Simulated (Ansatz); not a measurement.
# SnO: the cost of one run

Method: DFT PBE, scalar-relativistic, plane waves, PAW, in Ansatz 0.2.0.

## Step 1: The structure to begin with

The structure is orthorhombic, space group Cmc2_1 (No. 36). The conventional cell has a = 5.000 Å, b = 5.720 Å, c = 11.120 Å, α = 90.00°, β = 90.00°, γ = 90.00°. Sn (site symmetry m) is surrounded by 2 O at 2.15 Å. Sn (site symmetry m) has 2 O at 1.99 Å as nearest neighbours. Around O (site symmetry 1) lie 1 O at 1.80 Å and 2 Sn at 1.99 to 2.15 Å.

Coordinates:

```
CELL_PARAMETERS angstrom
-10.00000 0.00000 0.00000
0.00000 -11.44000 0.00000
0.00000 5.72000 11.12000
ATOMIC_POSITIONS crystal
Sn 0.00000 0.00000 0.00000
Sn 0.00000 0.50000 0.00000
Sn 0.75000 0.75000 0.00000
Sn 0.75000 0.25000 0.00000
Sn 0.50000 0.50000 0.00000
Sn 0.50000 0.00000 0.00000
Sn 0.25000 0.25000 0.00000
Sn 0.25000 0.75000 0.00000
Sn 0.00000 0.25000 0.50000
Sn 0.00000 0.75000 0.50000
Sn 0.75000 0.00000 0.50000
Sn 0.75000 0.50000 0.50000
Sn 0.50000 0.75000 0.50000
Sn 0.50000 0.25000 0.50000
Sn 0.25000 0.50000 0.50000
Sn 0.25000 0.00000 0.50000
Sn 0.75000 0.15650 0.25400
Sn 0.75000 0.65650 0.25400
Sn 0.50000 0.90650 0.25400
Sn 0.50000 0.40650 0.25400
Sn 0.25000 0.65650 0.25400
Sn 0.25000 0.15650 0.25400
Sn 0.00000 0.40650 0.25400
Sn 0.00000 0.90650 0.25400
Sn 0.75000 0.34750 0.75400
Sn 0.75000 0.84750 0.75400
Sn 0.50000 0.09750 0.75400
Sn 0.50000 0.59750 0.75400
Sn 0.25000 0.84750 0.75400
Sn 0.25000 0.34750 0.75400
Sn 0.00000 0.59750 0.75400
Sn 0.00000 0.09750 0.75400
O 0.66000 0.31500 0.38000
O 0.66000 0.81500 0.38000
O 0.41000 0.06500 0.38000
O 0.41000 0.56500 0.38000
O 0.16000 0.81500 0.38000
O 0.16000 0.31500 0.38000
O 0.91000 0.56500 0.38000
O 0.91000 0.06500 0.38000
O 0.84000 0.31500 0.88000
O 0.84000 0.81500 0.88000
O 0.59000 0.06500 0.88000
O 0.59000 0.56500 0.88000
O 0.34000 0.81500 0.88000
O 0.34000 0.31500 0.88000
O 0.09000 0.56500 0.88000
O 0.09000 0.06500 0.88000
O 0.84000 0.31500 0.38000
O 0.84000 0.81500 0.38000
O 0.59000 0.06500 0.38000
O 0.59000 0.56500 0.38000
O 0.34000 0.81500 0.38000
O 0.34000 0.31500 0.38000
O 0.09000 0.56500 0.38000
O 0.09000 0.06500 0.38000
O 0.66000 0.31500 0.88000
O 0.66000 0.81500 0.88000
O 0.41000 0.06500 0.88000
O 0.41000 0.56500 0.88000
O 0.16000 0.81500 0.88000
O 0.16000 0.31500 0.88000
O 0.91000 0.56500 0.88000
O 0.91000 0.06500 0.88000
```

The runs take a perfect supercell of 64 atoms; the defect goes to fractional position (0.000, 0.000, 0.000).

## Step 2: The perfect supercell

The input, input.yaml:

```yaml
crystal:
  lattice:
    - [-10.0, 0.0, 0.0]
    - [0.0, -11.44, 0.0]
    - [0.0, 5.72, 11.12]
  atoms:
    - { symbol: Sn, position: [0.0, 0.0, 0.0] }
    - { symbol: Sn, position: [0.0, 0.5, 0.0] }
    - { symbol: Sn, position: [0.75, 0.75, 0.0] }
    - { symbol: Sn, position: [0.75, 0.25, 0.0] }
    - { symbol: Sn, position: [0.5, 0.5, 0.0] }
    - { symbol: Sn, position: [0.5, 0.0, 0.0] }
    - { symbol: Sn, position: [0.25, 0.25, 0.0] }
    - { symbol: Sn, position: [0.25, 0.75, 0.0] }
    - { symbol: Sn, position: [0.0, 0.25, 0.5] }
    - { symbol: Sn, position: [0.0, 0.75, 0.5] }
    - { symbol: Sn, position: [0.75, 0.0, 0.5] }
    - { symbol: Sn, position: [0.75, 0.5, 0.5] }
    - { symbol: Sn, position: [0.5, 0.75, 0.5] }
    - { symbol: Sn, position: [0.5, 0.25, 0.5] }
    - { symbol: Sn, position: [0.25, 0.5, 0.5] }
    - { symbol: Sn, position: [0.25, 0.0, 0.5] }
    - { symbol: Sn, position: [0.75, 0.1565, 0.254] }
    - { symbol: Sn, position: [0.75, 0.6565, 0.254] }
    - { symbol: Sn, position: [0.5, 0.9065, 0.254] }
    - { symbol: Sn, position: [0.5, 0.4065, 0.254] }
    - { symbol: Sn, position: [0.25, 0.6565, 0.254] }
    - { symbol: Sn, position: [0.25, 0.1565, 0.254] }
    - { symbol: Sn, position: [0.0, 0.4065, 0.254] }
    - { symbol: Sn, position: [0.0, 0.9065, 0.254] }
    - { symbol: Sn, position: [0.75, 0.3475, 0.754] }
    - { symbol: Sn, position: [0.75, 0.8475, 0.754] }
    - { symbol: Sn, position: [0.5, 0.0975, 0.754] }
    - { symbol: Sn, position: [0.5, 0.5975, 0.754] }
    - { symbol: Sn, position: [0.25, 0.8475, 0.754] }
    - { symbol: Sn, position: [0.25, 0.3475, 0.754] }
    - { symbol: Sn, position: [0.0, 0.5975, 0.754] }
    - { symbol: Sn, position: [0.0, 0.0975, 0.754] }
    - { symbol: O, position: [0.66, 0.315, 0.38] }
    - { symbol: O, position: [0.66, 0.815, 0.38] }
    - { symbol: O, position: [0.41, 0.065, 0.38] }
    - { symbol: O, position: [0.41, 0.565, 0.38] }
    - { symbol: O, position: [0.16, 0.815, 0.38] }
    - { symbol: O, position: [0.16, 0.315, 0.38] }
    - { symbol: O, position: [0.91, 0.565, 0.38] }
    - { symbol: O, position: [0.91, 0.065, 0.38] }
    - { symbol: O, position: [0.84, 0.315, 0.88] }
    - { symbol: O, position: [0.84, 0.815, 0.88] }
    - { symbol: O, position: [0.59, 0.065, 0.88] }
    - { symbol: O, position: [0.59, 0.565, 0.88] }
    - { symbol: O, position: [0.34, 0.815, 0.88] }
    - { symbol: O, position: [0.34, 0.315, 0.88] }
    - { symbol: O, position: [0.09, 0.565, 0.88] }
    - { symbol: O, position: [0.09, 0.065, 0.88] }
    - { symbol: O, position: [0.84, 0.315, 0.38] }
    - { symbol: O, position: [0.84, 0.815, 0.38] }
    - { symbol: O, position: [0.59, 0.065, 0.38] }
    - { symbol: O, position: [0.59, 0.565, 0.38] }
    - { symbol: O, position: [0.34, 0.815, 0.38] }
    - { symbol: O, position: [0.34, 0.315, 0.38] }
    - { symbol: O, position: [0.09, 0.565, 0.38] }
    - { symbol: O, position: [0.09, 0.065, 0.38] }
    - { symbol: O, position: [0.66, 0.315, 0.88] }
    - { symbol: O, position: [0.66, 0.815, 0.88] }
    - { symbol: O, position: [0.41, 0.065, 0.88] }
    - { symbol: O, position: [0.41, 0.565, 0.88] }
    - { symbol: O, position: [0.16, 0.815, 0.88] }
    - { symbol: O, position: [0.16, 0.315, 0.88] }
    - { symbol: O, position: [0.91, 0.565, 0.88] }
    - { symbol: O, position: [0.91, 0.065, 0.88] }
basis:
  ecutwfc: 420
  fft_grid_basis: typed
kpoints:
  mp_grid: { grid: [1, 1, 1] }
hamiltonian:
  xc: pbe
  pseudopotentials: { kind: paw }
scf:
  occupations: { method: gaussian, width: 0.05 }
output:
  forces: true
  stress: false
  eigenvalues: true
  bader: false
  write_density: true
  volumetric_format: npy
```

On the command line:

```console
$ ansatz run input.yaml --threads 8 --pin off --max-ram 16384MiB --backend cpu --events-out ev --progress --plain --runs-dir out
```

What time and memory should one allow on 8 threads of Arm Neoverse N1, shared host?

About 13 s, with a peak of 1.7 GiB.
